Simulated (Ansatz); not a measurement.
A run of Ansatz 0.2.0 is set up as follows.

Contents of input.yaml:

```yaml
crystal:
  lattice:
    - [0.0, 2.955, 2.955]
    - [2.955, 0.0, 2.955]
    - [2.955, 2.955, 0.0]
  atoms:
    - { symbol: Pt, position: [0.0, 0.0, 0.0] }
    - { symbol: Al, position: [0.75, 0.75, 0.75] }
    - { symbol: Al, position: [0.25, 0.25, 0.25] }
hamiltonian:
  xc: pbe
  pseudopotentials: { kind: paw }
kpoints:
  mp_grid: { grid: [8, 8, 8] }
scf:
  occupations: { method: fermi_dirac, width: 0.05 }
output:
  forces: true
  stress: true
  eigenvalues: true
  write_density: true
  write_potential: true
  elf: true
  volumetric_format: npy
relax:
  f_tol: 0.01
  max_steps: 40
  cell: { stress_tol: 0.05, p_target: 5.0 }
```

Potentials or basis: Ansatz PAW.

Command:

```bash
$ ansatz run input.yaml --threads 2 --pin off --max-ram 5632MiB --backend cpu --events-out ev --progress --plain --runs-dir out
```

(1) Estimate the band gap on the k mesh.

(2) What does it give for the space group after relaxing (to 0.05 Å)?

(3) Predict the relaxed volume.

(4) What does it give for the relaxed cell?

## Answers

(1) none (metal or under the smearing width).

(2) Fm-3m (No. 225).

(3) 16.91 Å³/atom.

(4) a = 4.155 Å, b = 4.155 Å, c = 4.155 Å, α = 60.00°, β = 60.00°, γ = 60.00°.
